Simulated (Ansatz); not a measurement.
Space group I4cm (No. 108). a = 6.463 Å, b = 6.463 Å, c = 5.286 Å, α = 90.00°, β = 90.00°, γ = 90.00°
```csv
atom,site,symmetry,x,y,z
Zn,8c,..m,0.3492,0.8492,0.5612
O,8c,..m,0.1504,0.3496,0.9391
```

Equation of state of this ZnO structure (not necessarily the ground state), with shape and atoms relaxed at each volume where symmetry leaves them free. Computed with DFT PBE, scalar-relativistic, plane waves, PAW in Ansatz 0.2.0.

Cutoff 420 eV; k points 8×8×8 on the computed 8-atom cell (Γ-centred); Gaussian smearing, width 0.02 eV; no spin polarisation.

```csv
V (Å³/atom),E − E(largest V) (meV/atom),P (GPa),gap on mesh (eV)
12.143,47.81,19.32,1.12
12.557,5.96,13.24,1.07
12.970,-21.41,8.09,1.03
13.384,-36.49,3.72,0.98
13.798,-41.17,0.00,0.94
14.212,-37.00,-3.15,0.89
14.626,-25.31,-5.82,0.84
15.178,0.00,-8.76,0.78
```

Fit a third-order Birch–Murnaghan equation, E = E0 + (9V0B0/16)·[(x − 1)³B0' + (x − 1)²(6 − 4x)] with x = (V0/V)^(2/3), to E(V).

V0 = 13.80 Å³/atom, B0 = 114 GPa, B0' = 4.4.

The cell was found from a structure generator's guess, not taken from experiment.
